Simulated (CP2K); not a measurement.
# K in CP2K: the effect of functional

Crystal: K.

```
K
1.0
     4.79683    0.00000    0.00000
     2.39842    4.15418    0.00000
     2.39842    1.38473    3.91660
K
1
Direct
  0.00000 0.00000 0.00000
```

This isn't the form of K at room conditions, which is bcc.

Alike in all runs:

- Program: CP2K 2026.2
- Task: single point
- Potentials or basis: POTENTIAL_UZH K GTH-PBE-q9; TZVP-MOLOPT-PBE-GTH basis
- Density cutoff: 9184 eV
- k mesh: 7 × 7 × 7
- Occupations: fermi-dirac, width 0.05 eV
- Spin: no spin polarisation

Problem. One run gave: pressure 1.4 GPa. Which functional did it use?
A. PW91
B. TASK
C. PBEsol
D. BLYP
E. LDA

Solution. B.

```tsv
functional	pressure (GPa)
LDA	-0.6
PBEsol	-0.3
BLYP	-0.1
PW91	-0.2
WC	-0.2
TASK	1.4
```

Caveats: the potentials were made for another functional, which shifts forces and pressure; the basis of atomic orbitals isn't converged, which shifts pressures, moduli and gaps.

Runs at the PBE level aren't shown here.
